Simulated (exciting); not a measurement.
# TaN (Fm-3m) in exciting: notebook, part 2 of 2

exciting (release sodium).

## Step 3: Band structure, LDA, spin-orbit coupling, no magnetisation

input.xml reads:

```xml
<input>
  <title>TaN</title>
  <structure speciespath="./" tshift="false">
    <crystal scale="1">
      <basevect>0.000000000000 4.178794843086 4.178794843086</basevect>
      <basevect>4.178794843086 0.000000000000 4.178794843086</basevect>
      <basevect>4.178794843086 4.178794843086 0.000000000000</basevect>
    </crystal>
    <species speciesfile="Ta.xml" rmt="2.3">
      <atom coord="0.500000000000 0.500000000000 0.500000000000"/>
    </species>
    <species speciesfile="N.xml" rmt="1.45">
      <atom coord="0.000000000000 0.000000000000 0.000000000000"/>
    </species>
  </structure>
  <groundstate do="fromscratch" ngridk="7 7 7" rgkmax="7.5" gmaxvr="14" lmaxapw="10" lmaxmat="10" lmaxvr="8" xctype="LDA_PW" stype="Fermi Dirac" swidth="0.00183747" nempty="24" ValenceRelativity="iora*" epsengy="1e-05" epspot="1e-05" maxscl="60" outputlevel="normal">
    <spin spinorb="true"/>
  </groundstate>
  <properties>
    <bandstructure>
      <plot1d>
        <path steps="80">
          <point coord="0 0 0" label="G"/>
          <point coord="0.5 0 0.5" label="X"/>
          <point coord="0.5 0.25 0.75" label="W"/>
          <point coord="0.375 0.375 0.75" label="K"/>
          <point coord="0 0 0" label="G"/>
          <point coord="0.5 0.5 0.5" label="L"/>
          <point coord="0.625 0.25 0.625" label="U"/>
          <point coord="0.5 0.25 0.75" label="W"/>
          <point coord="0.5 0.5 0.5" label="L"/>
          <point coord="0.375 0.375 0.75" label="K" breakafter="true"/>
          <point coord="0.625 0.25 0.625" label="U"/>
          <point coord="0.5 0 0.5" label="X"/>
        </path>
      </plot1d>
    </bandstructure>
    <dos nwdos="300" winddos="-0.6 0.5" inttype="tetra" ngrdos="100" nsmdos="0"/>
    <chargedensityplot>
      <plot3d>
        <box grid="16 16 16">
          <origin coord="0 0 0"/>
          <point coord="1 0 0"/>
          <point coord="0 1 0"/>
          <point coord="0 0 1"/>
        </box>
      </plot3d>
    </chargedensityplot>
    <elfplot>
      <plot3d>
        <box grid="16 16 16">
          <origin coord="0 0 0"/>
          <point coord="1 0 0"/>
          <point coord="0 1 0"/>
          <point coord="0 0 1"/>
        </box>
      </plot3d>
    </elfplot>
    <exccplot>
      <plot3d>
        <box grid="16 16 16">
          <origin coord="0 0 0"/>
          <point coord="1 0 0"/>
          <point coord="0 1 0"/>
          <point coord="0 0 1"/>
        </box>
      </plot3d>
    </exccplot>
  </properties>
</input>
```

Potentials or basis: all-electron LAPW+lo, shipped species files, valence relativity iora*.

Launch:

```console
$ OMP_NUM_THREADS=1 exciting_smp
```

INFO.OUT:

```text
================================================================================
EXCITING SODIUM started
All units are atomic (Hartree, Bohr, etc.)
================================================================================

********************************************************************************
* Ground-state run starting from atomic densities                              *
********************************************************************************

++++++++++++++++++++++++++++++++++++++++++++++++++++++++++++++++++++++++++++++++
+ Starting initialization                                                      +
++++++++++++++++++++++++++++++++++++++++++++++++++++++++++++++++++++++++++++++++

 Lattice vectors (cartesian) :
      0.0000000000      4.1787948431      4.1787948431
      4.1787948431      0.0000000000      4.1787948431
      4.1787948431      4.1787948431      0.0000000000

 Reciprocal lattice vectors (cartesian) :
     -0.7517939434      0.7517939434      0.7517939434
[... 646 lines left out ...]
++++++++++++++++++++++++++++++++++++++++++++++++++++++++++++++++++++++++++++++++
 Total energy                               :    -15671.40030673
 _______________________________________________________________
 Fermi energy                               :         0.59804277
 Kinetic energy                             :     17580.53122794
 Coulomb energy                             :    -32937.05159125
 Exchange energy                            :      -306.85112509
 Correlation energy                         :        -8.02881833
 No external B-field energy in total energy
[... 14 lines left out ...]
 Moments :
     interstitial                 :     0.00000000    -0.00000000    -0.00000000
     moment in muffin-tin spheres :
         atom     1    Ta         :    -0.00000000     0.00000000    -0.00000000
         atom     2     N         :    -0.00000000    -0.00000000    -0.00000000
     total moment in muffin-tins  :    -0.00000000     0.00000000    -0.00000000
     total moment                 :    -0.00000000     0.00000000    -0.00000000

++++++++++++++++++++++++++++++++++++++++++++++++++++++++++++++++++++++++++++++++
+ Self-consistent loop stopped                                                 +
++++++++++++++++++++++++++++++++++++++++++++++++++++++++++++++++++++++++++++++++
 STATE.OUT is written

********************************************************************************
* Groundstate module stopped                                                   *
********************************************************************************

--------------------------------------------------------------------------------
- CAUTION! Warnings have been written in file WARNING.OUT !                    -
--------------------------------------------------------------------------------
================================================================================
| EXCITING SODIUM stopped                                                      =
================================================================================
```

WARNINGS.OUT:

```text
Inversion symmetry is present. Consider using input%groundstate%solver%type = "inversionsymmetry"
```

Wall time 3.6 min (1 thread of Arm Neoverse V1, shared host); peak memory 0.15 GiB.

What came out:

```yaml
Band_gap_on_the_k_mesh: none (metal or under the smearing width)
All_electrons_inside_the_program's_atomic_spheres: Ta 70.27; N 5.48 (radii Ta 2.3, N 1.45 bohr)
```

Levels at the corners of the path, in eV from the Fermi level:
| point | band 30 | band 31 | band 32 | band 33 | band 34 | band 35 |
| --- | --- | --- | --- | --- | --- | --- |
| Γ | -3.57 | -2.19 | -2.19 | -2.19 | -2.19 | -1.82 |
| X | -4.53 | -4.24 | -4.24 | 2.00 | 2.00 | 3.15 |
| W | -6.30 | -0.21 | -0.21 | -0.07 | -0.07 | 3.31 |
| K | -5.93 | -2.13 | -2.13 | 2.27 | 2.27 | 2.61 |
| Γ | -3.57 | -2.19 | -2.19 | -2.19 | -2.19 | -1.82 |
| L | -7.34 | 1.71 | 1.71 | 1.77 | 1.77 | 2.19 |
| U | -5.93 | -2.13 | -2.13 | 2.27 | 2.27 | 2.61 |
| W | -6.30 | -0.21 | -0.21 | -0.07 | -0.07 | 3.31 |
| L | -7.34 | 1.71 | 1.71 | 1.77 | 1.77 | 2.19 |
| K | -5.93 | -2.13 | -2.13 | 2.27 | 2.27 | 2.61 |
| U | -5.93 | -2.13 | -2.13 | 2.27 | 2.27 | 2.61 |
| X | -4.53 | -4.24 | -4.24 | 2.00 | 2.00 | 3.15 |

States per cell in windows of 1 eV (zero at the Fermi level; states under -8 eV left out):
```
from (eV)  total
     -8.0   1.07
     -7.0   2.55
     -6.0   0.91
     -5.0   0.27
     -4.0   0.22
     -3.0   0.36
     -2.0   0.63
     -1.0   0.76
      0.0   0.92
      1.0   1.80
      2.0   1.76
      3.0   1.06
      4.0   1.35
      5.0   0.80
      6.0   0.67
      7.0   0.70
```

Caveat: total energies with spin-orbit coupling aren't reliable in this program, so none is listed and the log's shouldn't be used; the tetrahedron DOS on this energy grid can lose part of the weight of narrow d or f bands.
